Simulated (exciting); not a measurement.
# CdTe (F-43m) in exciting: reference runs, part 2 of 2

exciting (release sodium).

### 3 Single point, PBE (atoms moved at random, drawn with an rms of 0.05 Å)

File input.xml:

```xml
<input>
  <title>CdTe</title>
  <structure speciespath="./" tshift="false">
    <crystal scale="1">
      <basevect>0.000000000000 6.056572229426 6.056572229426</basevect>
      <basevect>6.056572229426 0.000000000000 6.056572229426</basevect>
      <basevect>6.056572229426 6.056572229426 0.000000000000</basevect>
    </crystal>
    <species speciesfile="Te.xml" rmt="2.29">
      <atom coord="0.743007000000 0.741067000000 0.751059000000"/>
    </species>
    <species speciesfile="Cd.xml" rmt="2.29">
      <atom coord="0.004946000000 0.001780000000 -0.007611000000"/>
    </species>
  </structure>
  <groundstate do="fromscratch" ngridk="7 7 7" rgkmax="8" gmaxvr="14" lmaxapw="10" lmaxmat="10" lmaxvr="8" xctype="GGA_PBE" stype="Fermi Dirac" swidth="0.00183747" nempty="10" ValenceRelativity="iora*" epsengy="1e-06" epspot="1e-06" maxscl="80" tforce="true" outputlevel="normal"/>
</input>
```

Potentials or basis: all-electron LAPW+lo, shipped species files, valence relativity iora*.

The run is started by

```console
> OMP_NUM_THREADS=1 exciting_smp
```

INFO.OUT:

```text
================================================================================
EXCITING SODIUM started
All units are atomic (Hartree, Bohr, etc.)
================================================================================

********************************************************************************
* Ground-state run starting from atomic densities                              *
********************************************************************************

++++++++++++++++++++++++++++++++++++++++++++++++++++++++++++++++++++++++++++++++
+ Starting initialization                                                      +
++++++++++++++++++++++++++++++++++++++++++++++++++++++++++++++++++++++++++++++++

 Lattice vectors (cartesian) :
      0.0000000000      6.0565722294      6.0565722294
      6.0565722294      0.0000000000      6.0565722294
      6.0565722294      6.0565722294      0.0000000000

 Reciprocal lattice vectors (cartesian) :
     -0.5187080306      0.5187080306      0.5187080306
      0.5187080306     -0.5187080306      0.5187080306
      0.5187080306      0.5187080306     -0.5187080306

 Unit cell volume                           :     444.3351786826
 Brillouin zone volume                      :       0.5582502249

 Species :    1 (Te)
     parameters loaded from                 :    Te.xml
     name                                   :    tellurium
     nuclear charge                         :     -52.00000000
     electronic charge                      :      52.00000000
     atomic mass                            :  232600.57070000
     muffin-tin radius                      :       2.29000000
[... 531 lines left out ...]
 RMS change in effective potential (target) :  0.444325E-09  ( 0.100000E-05)
 Absolute change in total energy   (target) :  0.148526E-06  ( 0.100000E-05)
 Charge distance                   (target) :  0.849447E-10  ( 0.100000E-04)
 Abs. change in max-nonIBS-force   (target) :  0.442635E-08  ( 0.500000E-04)

++++++++++++++++++++++++++++++++++++++++++++++++++++++++++++++++++++++++++++++++
| Convergency criteria checked for the last 2 iterations                       +
| Convergence targets achieved. Performing final SCF iteration                 +
++++++++++++++++++++++++++++++++++++++++++++++++++++++++++++++++++++++++++++++++
 Total energy                               :    -12392.95353138
 _______________________________________________________________
 Fermi energy                               :         0.15519982
 Kinetic energy                             :     13055.09578616
 Coulomb energy                             :    -25117.08601310
 Exchange energy                            :      -325.57857614
 Correlation energy                         :        -5.38472829

 DOS at Fermi energy (states/Ha/cell)       :         0.00242507

 Electron charges :
     core                                   :        66.00000000
     core leakage                           :         0.00350211
     valence                                :        34.00000000
     interstitial                           :         4.98075420
     charge in muffin-tin spheres :
                  atom     1    Te          :        49.04349307
                  atom     2    Cd          :        45.97575274
     total charge in muffin-tins            :        95.01924580
     total charge                           :       100.00000000

++++++++++++++++++++++++++++++++++++++++++++++++++++++++++++++++++++++++++++++++
+ Self-consistent loop stopped                                                 +
++++++++++++++++++++++++++++++++++++++++++++++++++++++++++++++++++++++++++++++++
 STATE.OUT is written

--------------------------------------------------------------------------------
- Writing atomic positions and forces                                          -
--------------------------------------------------------------------------------

 Atomic positions (lattice) :
 atom     1  Te  :     0.74300700    0.74106700    0.75105900
 atom     2  Cd  :     0.00494600    0.00178000    0.99238900

 Total atomic forces including IBS (cartesian) :
 atom     1  Te  :     0.00042508    0.00094769    0.00759312
 atom     2  Cd  :    -0.00042508   -0.00094769   -0.00759312

 Atomic force components including IBS (cartesian) :
 atom     1  Te  :    -0.00034441   -0.00143791   -0.01335352   HF force
                 :     0.00050421    0.00201651    0.01844779   core correction
                 :     0.00026528    0.00036909    0.00249886   IBS correction
 atom     2  Cd  :     0.00034441    0.00143791    0.01335352   HF force
                 :    -0.00050421   -0.00201651   -0.01844779   core correction
                 :    -0.00026528   -0.00036909   -0.00249886   IBS correction

********************************************************************************
* Groundstate module stopped                                                   *
********************************************************************************

================================================================================
| EXCITING SODIUM stopped                                                      =
================================================================================
```

LINENGY.OUT:

```text
Species :    1 (Te), atom :    1
 APW functions :
  l =  0, order =  1 :   0.1437500000
  l =  1, order =  1 :   0.1500000000
  l =  2, order =  1 :    1.005000000
  l =  3, order =  1 :   0.1500000000
  l =  3, order =  2 :   0.1500000000
  l =  4, order =  1 :   0.1500000000
[... 11 lines left out ...]
  l = 10, order =  1 :   0.1500000000
  l = 10, order =  2 :   0.1500000000
 local-orbital functions :
  l.o. =  1, l =  0, order =  1 :   0.1437500000
  l.o. =  1, l =  0, order =  2 :   0.1437500000
  l.o. =  2, l =  1, order =  1 :   0.1500000000
  l.o. =  2, l =  1, order =  2 :   0.1500000000
  l.o. =  3, l =  2, order =  1 :    1.005000000
  l.o. =  3, l =  2, order =  2 :    1.005000000
  l.o. =  4, l =  2, order =  1 :    1.005000000
  l.o. =  4, l =  2, order =  2 :    1.005000000
  l.o. =  4, l =  2, order =  3 :   -1.185150000

Species :    2 (Cd), atom :    1
 APW functions :
  l =  0, order =  1 :   0.1500000000
  l =  1, order =  1 :   0.5950000000
  l =  2, order =  1 :  -0.1300000000
  l =  3, order =  1 :   0.1500000000
  l =  3, order =  2 :   0.1500000000
  l =  4, order =  1 :   0.1500000000
[... 11 lines left out ...]
  l = 10, order =  1 :   0.1500000000
  l = 10, order =  2 :   0.1500000000
 local-orbital functions :
  l.o. =  1, l =  0, order =  1 :   0.1500000000
  l.o. =  1, l =  0, order =  2 :   0.1500000000
  l.o. =  2, l =  1, order =  1 :   0.5950000000
  l.o. =  2, l =  1, order =  2 :   0.5950000000
  l.o. =  3, l =  2, order =  1 :  -0.1300000000
  l.o. =  3, l =  2, order =  2 :  -0.1300000000
  l.o. =  4, l =  1, order =  1 :   0.5950000000
  l.o. =  4, l =  1, order =  2 :   0.5950000000
  l.o. =  4, l =  1, order =  3 :   -2.186550000
```

EVALCORE.OUT:

```text
Species :    1 (Te), atom :    1
 n =  1, l =  0, k =  1 :   -1161.196603
 n =  2, l =  0, k =  1 :   -177.7244433
 n =  2, l =  1, k =  1 :   -166.4872915
 n =  2, l =  1, k =  2 :   -156.3997654
 n =  3, l =  0, k =  1 :   -35.09578440
 n =  3, l =  1, k =  1 :   -30.47693198
 n =  3, l =  1, k =  2 :   -28.59672696
 n =  3, l =  2, k =  2 :   -20.45275669
 n =  3, l =  2, k =  3 :   -20.05960136
 n =  4, l =  0, k =  1 :   -5.694151432
 n =  4, l =  1, k =  1 :   -4.107150027
 n =  4, l =  1, k =  2 :   -3.750333363

Species :    2 (Cd), atom :    1
 n =  1, l =  0, k =  1 :   -973.9561464
 n =  2, l =  0, k =  1 :   -144.3308565
 n =  2, l =  1, k =  1 :   -134.3430186
 n =  2, l =  1, k =  2 :   -127.2697642
 n =  3, l =  0, k =  1 :   -26.68319962
 n =  3, l =  1, k =  1 :   -22.68126656
 n =  3, l =  1, k =  2 :   -21.41796712
 n =  3, l =  2, k =  2 :   -14.33838362
 n =  3, l =  2, k =  3 :   -14.08166439
 n =  4, l =  0, k =  1 :   -3.619700406
```

Wall time 10 min (1 thread of Intel Xeon Platinum 8488C (Sapphire Rapids), shared host); peak memory 0.17 GiB.

What came out:

- Free energy: -337229.4453 eV
- Largest force: 0.394 eV/Å
- Band gap on the k mesh: 0.81 eV, direct
- All electrons inside the program's atomic spheres: Te 49.04; Cd 45.98 (radii Te 2.29, Cd 2.29 bohr)

Forces in eV/Å, atoms in the order of the input:
```
Te   0.022  0.049  0.390
Cd  -0.022 -0.049 -0.390
```

Levels at points of the mesh, in eV from the valence-band top:
```csv
k point,band 15,band 16,band 17,band 18,band 19,band 20
"(0.00, 0.00, 0.00)",-0.11,-0.05,0.00,0.81,4.50,4.54
```

Caveat: rgkmax is low for these elements, so energy differences scatter by about 1 meV per atom; spin-orbit coupling is left out, which moves the levels of the heavy elements.

### 4 Comparison with measurements

Step 2. Against the measured gap of CdTe, 1.607 eV (0 K; a printed reference work, data compilation), the calculated 0.86 eV is off by -0.75 eV. Spin-orbit coupling on Cd, Te is left out. The value is that of PBE, without temperature or zero-point motion. Semilocal functionals fall short of measured gaps as a rule.
